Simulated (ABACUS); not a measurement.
# Co under changes of volume

One of the cells (10.688 Å³/atom); the others are scaled copies at fixed shape and fractional positions:

```xyz
4
Lattice="2.4706 0.0000 0.0000 -1.2353 2.1396 0.0000 0.0000 0.0000 8.0882" Properties=species:S:1:pos:R:3 pbc="T T T"
Co    1.2353    0.7132    6.0662
Co    0.0000    0.0000    4.0441
Co    0.0000    1.4264    2.0221
Co    0.0000    0.0000    0.0000
```

| Quantity | Value |
| --- | --- |
| Program | ABACUS 3.10.1 |
| Functional | PBEsol |
| Potentials or basis | PseudoDojo NC SR 0.4.1 PBEsol standard |
| Cutoff | 1320 eV |
| Density cutoff | 5279 eV |
| Basis | plane waves |
| k mesh | 12 × 12 × 4 |
| Occupations | fermi-dirac, width 0.05 eV |
| Spin | collinear spin, ferromagnetic start |
| Starting moments | [2.0, 2.0, 2.0, 2.0] μB |

```tsv
volume (Å³/atom)	energy over the lowest point (meV/atom)	pressure (GPa)	moment (μB per cell)
10.047	?	?	?
10.261	1.51	3.5	6.38
10.475	0.00	-1.3	6.51
10.688	4.56	-5.7	6.60
10.902	14.80	-9.7	6.67
11.116	30.16	-13.3	6.73
11.330	50.01	-16.5	6.79
```

Question: What does the run at 10.047 Å³/atom give?

Answer: Energy over the lowest point 9.61 meV/atom; pressure 8.9 GPa; moment 6.25 μB per cell.

Worked out: A Birch-Murnaghan fit of order 3 (a polynomial in V^(-2/3)) to the other rows has its minimum at 10.42 Å³/atom with B0 = V·E''(V) = 232 GPa and B' = 3.9 at fixed shape and positions, which overstates the stiffness. It gives 9.94 meV/atom at 10.047 Å³/atom, against the run's 9.61, and -dE/dV = 9.1 GPa, against 8.9. A parabola through the other rows of the moment, of slope 0.647 μB per Å³/atom there, extrapolates to 6.26 μB, against the run's 6.25.

Energies are extrapolated to zero smearing.
